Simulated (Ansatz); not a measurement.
# Zn (Im-3m) in Ansatz: notebook

The runs below take Zn through relaxation of cell and atoms, with PBEsol.

All numbers are computed with Ansatz 0.2.0; they aren't measurements. Logs are shortened: lines on timing, memory, paths and dates and some standing lists are left out, and cuts for length are marked.

**1. The crystal as given**

The structure is cubic, space group Im-3m (No. 229). Conventional cell: a = 3.138 Å, b = 3.138 Å, c = 3.138 Å, α = 90.00°, β = 90.00°, γ = 90.00°. Zn (site symmetry m-3m) has 8 Zn at 2.72 Å as nearest neighbours.

This isn't the form of Zn at room conditions, which is hcp.

**2. Relaxation of cell and atoms, PBEsol, target pressure 5 GPa, at which the enthalpy is minimised**

The input, input.yaml:

```yaml
crystal:
  lattice:
    - [-1.569037, 1.569037, 1.569037]
    - [1.569037, -1.569037, 1.569037]
    - [1.569037, 1.569037, -1.569037]
  atoms:
    - { symbol: Zn, position: [0.0, 0.0, 0.0] }
hamiltonian:
  xc: pbesol
  pseudopotentials: { kind: paw }
kpoints:
  mp_grid: { grid: [12, 12, 12] }
scf:
  occupations: { method: fermi_dirac, width: 0.05 }
output:
  forces: true
  stress: true
  eigenvalues: true
relax:
  f_tol: 0.01
  max_steps: 40
  cell: { stress_tol: 0.05, p_target: 5.0 }
```

Potentials or basis: Ansatz PAW.

Launch:

```
ansatz run input.yaml --threads 2 --pin off --max-ram 5632MiB --backend cpu --events-out ev --progress --plain --runs-dir out
```

The log of the run:

```text
Warning: RAYON_NUM_THREADS=2 ignored (pool sized by the plan → 2); use --threads N
Engine: ansatz 0.2.0, aarch64-unknown-linux-gnu
Pseudopotentials: kind: paw
Pseudopotential: Zn, paw, valence charge 12, recommended cutoff 420 eV (normal), Zn.paw.azcp
Functional definition: PBEsol
  exchange = pbesol_x
  correlation = pbesol_c
Crystal: 1 atoms, lattice volume = 15.451 Å³
Basis set: ecut = 420 eV, 321 PW (Γ), exchange–correlation on 40×40×40 points (8 copies of the dense FFT grid, shifted against one another)
Bands: 10, of which v1, the nominal top of the filled ones, is band 6 counted from 1 (5 counted from 0)
Symmetry: 48 space group operations
Space group: Im-3m (ITA 229), of the structure as read, at distance tolerance 2.5e-5 Å
k-points: 72 of 1728
Non-local potential: Zn, projectors of the file, l = 0: 2, l = 1: 2, l = 2: 3, l = 3: 1
PAW form: soft (Blöchl's): semilocal exchange-correlation on the pseudo side does not see the compensation charge
PAW frozen core: Zn, regenerated for the run's functional, and the local potential with it (the file was generated under x = pbe(κ = 0.804, μ = 0.2195149727645171), c = pbe(β = 0.06672455060314922))
PAW one-centre angular grid: Zn, 590 points (default); XC on 64 Gauss nodes
Initial density: superposition of atomic densities (neutral atoms: chi_scale 0, normalization atom), corrected by the library's trained network
Initial wavefunctions: pseudopotential atomic-orbital guess
Functional: x = pbesol(κ = 0.804, μ = 0.12345679012345678), c = pbesol(β = 0.046)
SCF iter   1: F=—  HF=-3280.786573 eV  |F-HF|=—  |Δ(HF+E_count)|=         —  Δρ=2.10e-3  dr2=3.00e-4  ethr=1.77e-3  ⟨swp⟩=5.1  Hψ=4680  notcnv=0
preconditioner: auto → none  [metal: Δε(μ)=0.096 eV  Ē_g=17.071 eV  σ=0.050 eV  W_gap=0.44  n_scr=0 (ndim 8)  ℏωp=32.7 eV  f_vac=0.000  D(μ)=0.47/eV (n_scr^D=0)]
SCF iter   2: F=—  HF=-3280.786153 eV  |F-HF|=—  |Δ(HF+E_count)|=   4.20e-4  Δρ=3.43e-4  dr2=1.00e-5  ethr=2.50e-6  ⟨swp⟩=2.0  Hψ=1835  notcnv=0  defer=3
SCF iter   3: F=—  HF=-3280.786149 eV  |F-HF|=—  |Δ(HF+E_count)|=   3.79e-6  Δρ=4.20e-4  dr2=1.04e-5  ethr=8.36e-8  ⟨swp⟩=2.0  Hψ=1159  notcnv=0  defer=3
SCF iter   4: F=—  HF=-3280.786168 eV  |F-HF|=—  |Δ(HF+E_count)|=   1.90e-5  Δρ=7.09e-4  dr2=4.46e-5  ethr=8.36e-8  ⟨swp⟩=2.0  Hψ=1158  notcnv=0  defer=3  recentre
SCF iter   5: F=—  HF=-3280.786152 eV  |F-HF|=—  |Δ(HF+E_count)|=   1.59e-5  Δρ=1.57e-4  dr2=1.18e-6  ethr=8.36e-8  ⟨swp⟩=2.0  Hψ=1145  notcnv=0  defer=3
SCF iter   6: F=—  HF=-3280.786154 eV  |F-HF|=—  |Δ(HF+E_count)|=   1.36e-6  Δρ=3.41e-5  dr2=4.80e-8  ethr=8.33e-10  ⟨swp⟩=3.1  Hψ=2930  notcnv=0
SCF iter   7: F=-3280.786154 eV  HF=-3280.786154 eV  |F-HF|=6.25e-9  |Δ(HF+E_count)|=   1.53e-7  Δρ=1.03e-5  dr2=9.71e-9  ethr=4.00e-10  ⟨swp⟩=4.0  Hψ=2269  notcnv=0
SCF 1 converged in 7 iterations: F = -3280.786154 eV  dr2 = 9.71e-9
relax step   1: F+E_penalty+E_count = -3280.78615392 eV  Δ(F+E_penalty+E_count) = +0.000e0 eV  max|allowed force component| = 0.000e0 eV/Å  Δτ_max = 0.0000 Å  P = -5.183 GPa  Ω = 15.451 Å³  (7 SCF iters, dr2 threshold 1.00e-7 eV, accepted)
[... 13 lines left out ...]
relax step   2: F+E_penalty+E_count = -3280.80472723 eV  Δ(F+E_penalty+E_count) = -1.857e-2 eV  max|allowed force component| = 0.000e0 eV/Å  Δτ_max = 0.0000 Å  P = +2.722 GPa  Ω = 13.843 Å³  energy of the carried Pulay correction = +8.936e-4 eV  (6 SCF iters, dr2 threshold 1.00e-7 eV, accepted)
[... 9 lines left out ...]
relax step   3: F+E_penalty+E_count = -3280.79422718 eV  Δ(F+E_penalty+E_count) = +1.050e-2 eV  max|allowed force component| = 0.000e0 eV/Å  Δτ_max = 0.0000 Å  P = +5.912 GPa  Ω = 13.440 Å³  energy of the carried Pulay correction = +1.133e-3 eV  (5 SCF iters, dr2 threshold 1.00e-7 eV, accepted)
[... 8 lines left out ...]
relax step   4: F+E_penalty+E_count = -3280.79798388 eV  Δ(F+E_penalty+E_count) = -3.757e-3 eV  max|allowed force component| = 0.000e0 eV/Å  Δτ_max = 0.0000 Å  P = +4.966 GPa  Ω = 13.553 Å³  energy of the carried Pulay correction = +1.065e-3 eV  (4 SCF iters, dr2 threshold 1.00e-7 eV, accepted)
[... 12 lines left out ...]
relax step   5: F+E_penalty+E_count = -3280.79692727 eV  Δ(F+E_penalty+E_count) = +1.057e-3 eV  max|allowed force component| = 0.000e0 eV/Å  Δτ_max = 0.0000 Å  P = +4.961 GPa  Ω = 13.553 Å³  stress off target by 3.85e-2 GPa  SCF on the basis re-selected at this cell (its energy is not comparable with the rows above)  (6 SCF iters)
basis re-selected at this cell: Δ(F+E_penalty+E_count) = +1.057e-3 eV, ΔP = -0.004 GPa vs the last step (what re-selecting the basis moved, of the pressure what is left beyond the Pulay correction that the steps carried, after the strain that the cell walked since its last selection, with what the two solves' SCF thresholds leave and, on support functions, any second-order correction that the steps lacked; it is no measure of the basis error at this ecutwfc). The dense FFT grid was sized anew with the basis: this SCF ran on 18×18×18 points, the steps before it on 20×20×20, so part of this shift can come from that change (see relax.cell in the input reference). This SCF's stress stands 3.85e-2 GPa from its target on what of the cell is left free (relax.cell.stress_tol is 5.00e-2 GPa) and its largest allowed force component is 0.00e0 eV/Å (relax.f_tol is 1.00e-2 eV/Å): within both
SCF converged after 6 iterations
Free energy (F): -3280.796927 eV
Harris-Foulkes:  -3280.796927 eV  (|F-HF|=9.09e-13)
Internal energy: -3280.793743 eV  (E = F + TS)
E sigma→0 (E₀):  -3280.795335 eV
Entropy (-TS):   -0.003184 eV (-3.184 meV/atom)
Fermi energy:    12.917939 eV
--- Per-component energies (eV) ---
  E_band       = 65.604663
  E_kinetic    = 132.310855
  E_local      = -1456.024195  (includes V_loc(G=0)·N_el)
  E_nonlocal   = 611.406817
  E_hartree    = 611.026340
  E_xc         = -137.088296
  E_vxc        = -54.305740  (∫ρ·V_xc dr)
  E_paw        = -1787.179745  (= ΣΔE_a)
  E_vpaw       = -389.835378  (= ΣTr[D̂ρ^β])
  E_aug_tail   = -0.000379  (compensation charges beyond the density's cutoff)
  E_ewald      = -1256.042494
  E_core_change = 0.797355  (= ΣΔE_core)
  E_smearing   = -0.003184  (= −TS)
  E_closure    = 0.000000  (closes the sum)
  Σ components = -3280.796927   (vs F -3280.796927, Δ=0.00e0)
--- Forces (eV/Å), atoms counted from 1 ---
  atom   1  Zn     0.00000000    -0.00000000     0.00000000
  max |Σ_I F_I| component: 2.30e-31 eV/Å
--- Stress (GPa, compression-positive) ---
        4.961458       0.000000       0.000000
        0.000000       4.961458      -0.000000
       -0.000000      -0.000000       4.961458
  P = ⅓ Tr σ = 4.9615 GPa (49.615 kbar)
--- Band table (eV; the first three rows and the last of 72) ---
  k-point 0: bands = ["1.3449", "4.6958", "4.6958", "4.6958", "5.3294", "5.3294", "33.9862", "33.9862", "33.9862", "34.2060"]
  k-point 1: bands = ["1.5843", "4.6692", "4.7004", "4.7599", "5.3047", "5.3311", "30.3598", "32.2144", "32.4460", "33.0535"]
  k-point 2: bands = ["2.2749", "4.5969", "4.7227", "4.9394", "5.2575", "5.3367", "25.8281", "29.9122", "30.3380", "31.5947"]
  k-point 71: bands = ["3.9582", "3.9582", "5.6510", "5.6510", "5.6510", "17.1633", "17.1633", "17.1633", "21.8400", "21.8400"]
--- Relaxed structure (4 steps of the walk, 4 accepted, 1 SCFs on fresh bases) ---
  F+E_penalty+E_count = -3280.79692727 eV   max|allowed force component| = 0.000e0 eV/Å   (the final SCF, on the basis selected at the relaxed cell)
  cell:  # Å, volume = 13.5531 Å³
    - [-1.501965245552259, 1.501965245552259, 1.501965245552259]
    - [1.501965245552259, -1.501965245552259, 1.501965245552259]
    - [1.501965245552259, 1.501965245552259, -1.501965245552259]
  atoms:
    - { symbol: Zn, position: [0.0, 0.0, 0.0] }
```

Wall time 3.1 s (2 threads of Arm Neoverse V1, shared host); peak memory 0.27 GiB.

What came out:

```yaml
Free_energy: -3280.7969 eV
Relaxed_volume: 13.55 Å³/atom
Relaxed_cell: a = 2.601 Å, b = 2.601 Å, c = 2.601 Å, α = 109.47°, β = 109.47°, γ = 109.47°
Space_group_after_relaxing_to_0.05_Å: Im-3m (No. 229)
Energy_change_on_relaxing_the_enthalpy_is_what_falls: -10.8 meV/atom
Ionic_steps: 5
Pressure_after_relaxing: 5.0 GPa
Band_gap_on_the_k_mesh: none (metal or under the smearing width)
```

Step by step:
| step | energy change (eV) | largest force (eV/Å) | volume (Å³) |
| --- | --- | --- | --- |
| 1 | 0.0000 | 0.0000 | 15.45 |
| 2 | -0.0186 | 0.0000 | 13.84 |
| 3 | -0.0081 | 0.0000 | 13.44 |
| 4 | -0.0118 | 0.0000 | 13.55 |
| 5 | -0.0108 | 0.0000 | 13.55 |

Final structure:
```
Zn
1.0
    -1.50197    1.50197    1.50197
     1.50197   -1.50197    1.50197
     1.50197    1.50197   -1.50197
Zn
1
Direct
  0.00000 0.00000 0.00000
```

Caveat: the plane-wave basis is chosen anew once the cell has moved, so the energies of steps on either side of that aren't comparable; the PAW data sets come from PBE, with cores solved anew for the run's functional, which leaves a small shift of forces and pressure.

**3. Relaxation of cell and atoms, PBEsol, target pressure 10 GPa, at which the enthalpy is minimised**

Changes to input.yaml since step 2:

```diff
@@ -21,2 +21,2 @@
   max_steps: 40
-  cell: { stress_tol: 0.05, p_target: 5.0 }
+  cell: { stress_tol: 0.05, p_target: 10.0 }
```

Potentials or basis: Ansatz PAW.

Launch:

```
ansatz run input.yaml --threads 2 --pin off --max-ram 5632MiB --backend cpu --events-out ev --progress --plain --runs-dir out
```

Run time: 3.2 s. Hardware: 2 threads of Arm Neoverse V1, shared host; peak memory 0.28 GiB.

Results (log left out):

```yaml
Free_energy: -3280.7712 eV
Relaxed_volume: 13.00 Å³/atom
Relaxed_cell: a = 2.565 Å, b = 2.565 Å, c = 2.565 Å, α = 109.47°, β = 109.47°, γ = 109.47°
Space_group_after_relaxing_to_0.05_Å: Im-3m (No. 229)
Energy_change_on_relaxing_the_enthalpy_is_what_falls: +14.9 meV/atom
Ionic_steps: 5
Pressure_after_relaxing: 10.0 GPa
Band_gap_on_the_k_mesh: none (metal or under the smearing width)
```

Step by step:
```csv
step,energy change (eV),largest force (eV/Å),volume (Å³)
1,0.0000,0.0000,15.45
2,-0.0035,0.0000,13.32
3,0.0216,0.0000,12.88
4,0.0135,0.0000,13.00
5,0.0149,0.0000,13.00
```

Final structure:
```
CELL_PARAMETERS angstrom
-1.48117 1.48117 1.48117
1.48117 -1.48117 1.48117
1.48117 1.48117 -1.48117
ATOMIC_POSITIONS crystal
Zn 0.00000 0.00000 0.00000
```

Levels at points of the mesh, in eV from the Fermi level:
| k point | band 2 | band 3 | band 4 | band 5 | band 6 | band 7 | band 8 | band 9 | band 10 |
| --- | --- | --- | --- | --- | --- | --- | --- | --- | --- |
| (0.00, 0.00, 0.00) | -8.43 | -8.43 | -8.43 | -7.75 | -7.75 | 21.56 | 21.56 | 21.56 | 21.78 |
| (0.00, 0.00, -0.50) | -8.86 | -7.79 | -7.70 | -7.30 | -3.60 | -0.82 | 12.50 | 13.50 | 16.42 |
| (-0.50, -0.50, -0.50) | -9.24 | -7.41 | -7.41 | -7.41 | 4.25 | 4.25 | 4.25 | 9.04 | 9.04 |

Caveat: the volume moved by over 15 % at a fixed basis, so the end points are rough; the plane-wave basis is chosen anew once the cell has moved, so the energies of steps on either side of that aren't comparable; the PAW data sets come from PBE, with cores solved anew for the run's functional, which leaves a small shift of forces and pressure.

**4. Relaxation of cell and atoms, PBEsol, target pressure 20 GPa, at which the enthalpy is minimised**

Changes to input.yaml since step 3:

```diff
@@ -21,2 +21,2 @@
   max_steps: 40
-  cell: { stress_tol: 0.05, p_target: 10.0 }
+  cell: { stress_tol: 0.05, p_target: 20.0 }
```

Launch:

```
ansatz run input.yaml --threads 2 --pin off --max-ram 5632MiB --backend cpu --events-out ev --progress --plain --runs-dir out
```

Wall time 4 s (2 threads of Arm Neoverse V1, shared host); peak memory 0.28 GiB.

It converged, with:

```
Free energy                                            : -3280.6950 eV
Relaxed volume                                         : 12.17 Å³/atom
Relaxed cell                                           : a = 2.510 Å, b = 2.510 Å, c = 2.510 Å, α = 109.47°, β = 109.47°, γ = 109.47°
Space group after relaxing (to 0.05 Å)                 : Im-3m (No. 229)
Energy change on relaxing (the enthalpy is what falls) : +91.2 meV/atom
Ionic steps                                            : 6
Pressure after relaxing                                : 20.0 GPa
Band gap on the k mesh                                 : none (metal or under the smearing width)
```

The path:
```
step  energy change (eV)  largest force (eV/Å)  volume (Å³)
   1              0.0000                0.0000        15.45
   2             -0.0024                0.0000        13.30
   3              0.1716                0.0000        11.62
   4              0.0864                0.0000        12.19
   5              0.0892                0.0000        12.17
   6              0.0912                0.0000        12.17
```

Final structure:
```
Zn
1.0
    -1.44889    1.44889    1.44889
     1.44889   -1.44889    1.44889
     1.44889    1.44889   -1.44889
Zn
1
Cartesian
  0.0000 0.0000 0.0000
```

Levels at points of the mesh, in eV from the Fermi level:
```tsv
k point	band 3	band 4	band 5	band 6	band 7	band 8	band 9	band 10
(0.00, 0.00, 0.00)	-8.78	-8.78	-8.01	-8.01	22.00	22.00	22.00	22.99
(0.00, 0.00, -0.50)	-8.05	-7.95	-7.50	-4.00	-0.74	13.04	13.86	16.96
(-0.50, -0.50, -0.50)	-7.62	-7.62	-7.62	4.29	4.29	4.29	9.24	9.24
```

Caveat: the volume moved by over 15 % at a fixed basis, so the end points are rough; the plane-wave basis is chosen anew once the cell has moved, so the energies of steps on either side of that aren't comparable; the PAW data sets come from PBE, with cores solved anew for the run's functional, which leaves a small shift of forces and pressure.

**5. Relaxation of cell and atoms, PBEsol, target pressure 30 GPa, at which the enthalpy is minimised**

Changes to input.yaml since step 4:

```diff
@@ -18,2 +18,6 @@
   eigenvalues: true
+  write_density: true
+  write_potential: true
+  elf: true
+  volumetric_format: npy
 relax:
@@ -21,2 +25,2 @@
   max_steps: 40
-  cell: { stress_tol: 0.05, p_target: 20.0 }
+  cell: { stress_tol: 0.05, p_target: 30.0 }
```

Launch:

```
ansatz run input.yaml --threads 2 --pin off --max-ram 5632MiB --backend cpu --events-out ev --progress --plain --runs-dir out
```

Wall time 4.2 s (2 threads of Arm Neoverse V1, shared host); peak memory 0.28 GiB.

The run converged. Its results:

```
Free energy                                            : -3280.6039 eV
Relaxed volume                                         : 11.58 Å³/atom
Relaxed cell                                           : a = 2.468 Å, b = 2.468 Å, c = 2.468 Å, α = 109.47°, β = 109.47°, γ = 109.47°
Space group after relaxing (to 0.05 Å)                 : Im-3m (No. 229)
Energy change on relaxing (the enthalpy is what falls) : +182.2 meV/atom
Ionic steps                                            : 6
Pressure after relaxing                                : 30.0 GPa
Band gap on the k mesh                                 : none (metal or under the smearing width)
```

Step by step:
```
step  energy change (eV)  largest force (eV/Å)  volume (Å³)
   1              0.0000                0.0000        15.45
   2             -0.0024                0.0000        13.30
   3              0.2238                0.0000        11.36
   4              0.1762                0.0000        11.60
   5              0.1800                0.0000        11.58
   6              0.1822                0.0000        11.58
```

Final structure:
```
Zn
1.0
    -1.42508    1.42508    1.42508
     1.42508   -1.42508    1.42508
     1.42508    1.42508   -1.42508
Zn
1
Direct
  0.00000 0.00000 0.00000
```

Levels at points of the mesh, in eV from the Fermi level:
```
              k point  band 3  band 4  band 5  band 6  band 7  band 8  band 9  band 10
   (0.00, 0.00, 0.00)   -9.08   -9.08   -8.25   -8.25   22.30   22.30   22.30    23.92
  (0.00, 0.00, -0.50)   -8.29   -8.18   -7.69   -4.35   -0.70   13.44   14.09    17.33
(-0.50, -0.50, -0.50)   -7.82   -7.82   -7.82    4.29    4.29    4.29    9.37     9.37
```

Caveat: the volume moved by over 15 % at a fixed basis, so the end points are rough; the plane-wave basis is chosen anew once the cell has moved, so the energies of steps on either side of that aren't comparable; the PAW data sets come from PBE, with cores solved anew for the run's functional, which leaves a small shift of forces and pressure.

**6. The runs side by side**

```csv
cell,target pressure (GPa),gap on the mesh (eV),pressure (GPa)
relaxed to 5 GPa,5,none,5.0
relaxed to 10 GPa,10,none,10.0
relaxed to 20 GPa,20,none,20.0
relaxed to 30 GPa,30,none,30.0
```

Alike in all rows: task relaxation of cell and atoms; level PBEsol; potentials or basis Ansatz PAW; no spin polarisation; k mesh 12 × 12 × 12; cutoff (eV) 420; smearing fermi-dirac 0.05 eV.

Caveats: the plane-wave basis is chosen anew once the cell has moved, so the energies of steps on either side of that aren't comparable; the PAW data sets come from PBE, with cores solved anew for the run's functional, which leaves a small shift of forces and pressure; the volume moved by over 15 % at a fixed basis, so the end points are rough (some runs).

Absolute energies hang on the potentials; compare differences alone.
